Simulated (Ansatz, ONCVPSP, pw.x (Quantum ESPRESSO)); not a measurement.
## ruthenium (Ru): does the ONCV potential hold in the solid?

* Element: ruthenium (Ru)
* Generator: ONCVPSP 4.0.1.1 (patched build)
* Type: optimised norm-conserving Vanderbilt (ONCV)
* Functional: PBE
* Relativity: scalar-relativistic
* Frozen core: [Ar] 3d10
* Valence charge: 16
* Reference configuration: 4s2 4p6 4d6 5s2
* Partial waves: 4s+5s: rc 1.40 bohr, ncon 4, nbas 7, qcut 9.9 1/bohr, 2 projectors; 4p: rc 1.90 bohr, ncon 5, nbas 9, qcut 5.8 1/bohr, 2 projectors, debl 0.7 Ha; 4d: rc 1.70 bohr, ncon 4, nbas 9, qcut 10.5 1/bohr, 2 projectors, debl 1.7 Ha
* Local potential: polynomial inside 1.00 bohr (lpopt 5, dvloc0 1 Ha)
* Core correction: Teter function, fcfact 3.5, rcfact 1.15

In the p channel the program set the typed energies aside and used -1.823, 0.250 Ha.

Atomic tests: cutoffs needed: 32 Ha and 38 Ha (the cutoffs (Ha) at which the residual kinetic energy of the hardest occupied pseudo-wave falls to 1 and 0.1 mHa per electron); ghost test: no bound ghost flagged; GHOST(+) flagged for s at 229.1 eV; largest excitation error: -73 meV (all-electron minus pseudo) for 4s2 4p5 4d7 5s1, out of 4 test configurations.

Crystal test: bcc Ru in pw.x 7.5, no spin, 15³ k-points, Fermi–Dirac smearing 0.01 Ry, cutoffs 90/360 Ry. The reference is all-electron LAPW (Ansatz 0.2.0) with the same functional, mesh and smearing; V0 and B0 come from Birch–Murnaghan fits to the pressures at five volumes. Errors are pseudo minus all-electron; Δ is the rms difference of the E(V) curves that follow from these fits, minima aligned, over ±6 % about the mean V0. Mesh and smearing are coarse, so the numbers serve the comparison and aren't converged zero-temperature values; the lattice is a test structure that the element need not adopt.

All-electron: a0 = 3.056 Å (V0 = 14.28 Å³/atom), B0 = 274.2 GPa.

**Question.** How far does the potential miss the all-electron equation of state?

**Answer.** mean pressure error (GPa): +0.33; a0 (Å): 3.058; a0 error (%): +0.04; B0 error (%): -0.1; Δ (meV/atom): 1.0.

| V (Å³/atom) | P all-electron (GPa) | P pseudo (GPa) |
| --- | --- | --- |
| 13.482 | 18.03 | 18.42 |
| 13.837 | 9.23 | 9.59 |
| 14.192 | 1.63 | 1.96 |
| 14.547 | -4.93 | -4.64 |
| 14.902 | -10.59 | -10.33 |

**Question.** At the middle volume, how do free energy and pressure move when the wave cutoff is lowered (ecutrho kept at four times it)?

**Answer.**

```csv
cutoff (Ry),shift of F (meV/atom),shift of P (GPa)
40,+3378.7,-137.19
54,+437.2,-27.88
72,+18.0,-1.93
```

The run at the middle volume (120 k-points, 7 iterations) took about 36 s on one core of a shared host (Neoverse-N1, 64 threads, 124 GiB, load 57).
